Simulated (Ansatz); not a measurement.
Consider the following.

ZnTe:
```xyz
2
Lattice="0.0000 3.0568 3.0568 3.0568 0.0000 3.0568 3.0568 3.0568 0.0000" Properties=species:S:1:pos:R:3 pbc="T T T"
Te     4.5851     4.5851     4.5851
Zn     0.0000     0.0000     0.0000
```

This is the r²SCAN-relaxed structure. x, y and z are the axes in which the lattice vectors are written.

Q: All from the program Ansatz at the r²SCAN level (PAW), unless another level is named. Give the Hill bulk and shear moduli.

A: 49.8 and 25.2 GPa.

Q: And the piezoelectric stress constants (proper, relaxed ions, C/m²)?

A: e14 = e25 = e36 = 0.10.

Q: Predict the highest zone-centre frequency (without LO–TO term).

A: 176 cm⁻¹.

Space group F-43m (zinc blende). The cell was relaxed with r²SCAN under the symmetry of its start; of distortions, only those at the zone centre were tested. Spin–orbit coupling is left out wherever it is not named.

Potentials: the later of the program's two PAW sets.
